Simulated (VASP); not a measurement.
Set up this calculation in VASP 6.6.1, as the native input.

```yaml
Task: single point
Functional: PBE
Potentials_or_basis: VASP PAW PBE potentials, release 64 (Ca_sv, O)
Cutoff: 520 eV
k_mesh: 8 × 8 × 8
Occupations: fermi-dirac, width 0.02 eV
Spin: no spin polarisation
Dipole_correction: no
Further_INCAR_settings: ALGO = Normal; EDIFF = 1e-06; NBANDS = 15
```

The structure of CaO lies in POSCAR:

```
CaO
1.0
    0.0000000000      2.6067317416      2.6385338688
    2.6067317416      0.0000000000      2.6385338688
    2.6067317416      2.6067317416      0.0000000000
Ca O
1 1
Direct
    0.0000000000      0.0000000000      0.0000000000
    0.2500000000      0.2500000000      0.2500000000
```

The cell was built by a generator and needn't be a form met in nature.

The cell isn't the ideal one: uniaxial_z strain +1.2%.

One way to write it, as run:

INCAR

```
PREC = Accurate ; ENCUT = 520
EDIFF = 1E-6 ; ISMEAR = -1
SIGMA = 0.02 ; LREAL = F
LASPH = T ; NELM = 60
ALGO = Normal ; ISIF = 2
LWAVE = F ; LCHARG = T
GGA = PE ; LELF = T
LVHAR = T ; NBANDS = 15
```

KPOINTS

```
Automatic mesh
0
Gamma
  8 8 8
```

Potentials or basis: VASP PAW PBE potentials, release 64 (Ca_sv, O).

Launch:

```bash
$ cat potpaw_PBE.64/Ca_sv/POTCAR potpaw_PBE.64/O/POTCAR > POTCAR
$ mpirun -np 1 vasp_std > vasp.out
```

It gave:

```
Pressure               : 0.9 GPa
Band gap on the k mesh : 3.27 eV, indirect (least direct gap 3.88 eV)
```

Run time: 27 s on 1 thread of Intel(R) Xeon(R) Platinum 8559C (Emerald Rapids) (shared host), peak memory 0.17 GiB.
